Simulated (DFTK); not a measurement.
**Sb under changes of volume**

One of the cells (30.206 Å³/atom); the others are scaled copies at fixed shape and fractional positions:

```
Sb
1.0
     2.15420    1.24373    3.75800
    -2.15420    1.24373    3.75800
     0.00000   -2.48746    3.75800
Sb
2
Direct
  0.76651 0.76651 0.76651
  0.23349 0.23349 0.23349
```

```yaml
Program: DFTK 0.8.2
Functional: WC
Potentials_or_basis: dojo.nc.sr.pbesol.v0_4_1.standard.upf (PBEsol)
Cutoff: 1088 eV
k_mesh: 5 × 5 × 5
Occupations: fermi-dirac, width 0.05 eV
Spin: no spin polarisation
```

| volume (Å³/atom) | energy over the lowest point (meV/atom) | pressure (GPa) | largest force (eV/Å) |
| --- | --- | --- | --- |
| 28.393 | 25.34 | 4.4 | 0.342 |
| 28.998 | ? | ? | ? |
| 29.602 | 3.16 | 1.4 | 0.116 |
| 30.206 | 0.00 | 0.1 | 0.014 |
| 30.810 | 1.39 | -1.0 | 0.080 |
| 31.414 | 6.84 | -2.0 | 0.168 |
| 32.018 | 15.96 | -2.9 | 0.251 |

Problem. What does the run at 28.998 Å³/atom give?

Solution. Energy over the lowest point 11.41 meV/atom; pressure 2.8 GPa; largest force 0.225 eV/Å.

Worked out: A Birch-Murnaghan fit of order 3 (a polynomial in V^(-2/3)) to the other rows has its minimum at 30.31 Å³/atom with B0 = V·E''(V) = 59 GPa and B' = 4.5 at fixed shape and positions, which overstates the stiffness. It gives 11.40 meV/atom at 28.998 Å³/atom, against the run's 11.41, and -dE/dV = 2.9 GPa, against 2.8.

Energies are extrapolated to zero smearing.

Caveats: the potentials were made for another functional, which shifts forces and pressure.
